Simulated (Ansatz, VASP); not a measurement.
**AgCl (Chlorargyrite): VASP beside Ansatz**

```
Ag Cl
1.0
     0.00000    2.80534    2.80534
     2.80534    0.00000    2.80534
     2.80534    2.80534    0.00000
Ag Cl
1 1
Direct
  0.00000 0.00000 0.00000
  0.50000 0.50000 0.50000
```

Alike in both runs: task relaxation of cell and atoms; functional LDA; k mesh 8 × 8 × 8; occupations gaussian, width 0.02 eV; no spin polarisation.

```csv
,VASP,Ansatz
version,VASP 6.6.1,Ansatz 0.2.0
potentials or method,"VASP PAW LDA potentials, release 64 (Ag, Cl)","scalar-relativistic, plane waves, PAW"
plane-wave cutoff (eV),600,420
valence electrons in the cell,18,26
```

|  | VASP | Ansatz | Ansatz less VASP |
| --- | --- | --- | --- |
| gap on the k mesh at the Fermi level, each at its own relaxed structure (eV) | 0.65 | 0.63 | -0.028 |
| relaxed volume (Å³/atom) | 19.21 | 19.19 | -0.027 |
| relaxed cell length with the largest relative difference (Å) | 3.788 | 3.786 | -0.0018 |
| energy change over the relaxation (meV/atom) | -70 | -71 | -0.9 |

The two sets of potentials don't hold the same shells in valence.

A k mesh can miss the band edges. LDA usually gives volumes a few per cent too small. Zero-point motion and thermal expansion aren't in these numbers.
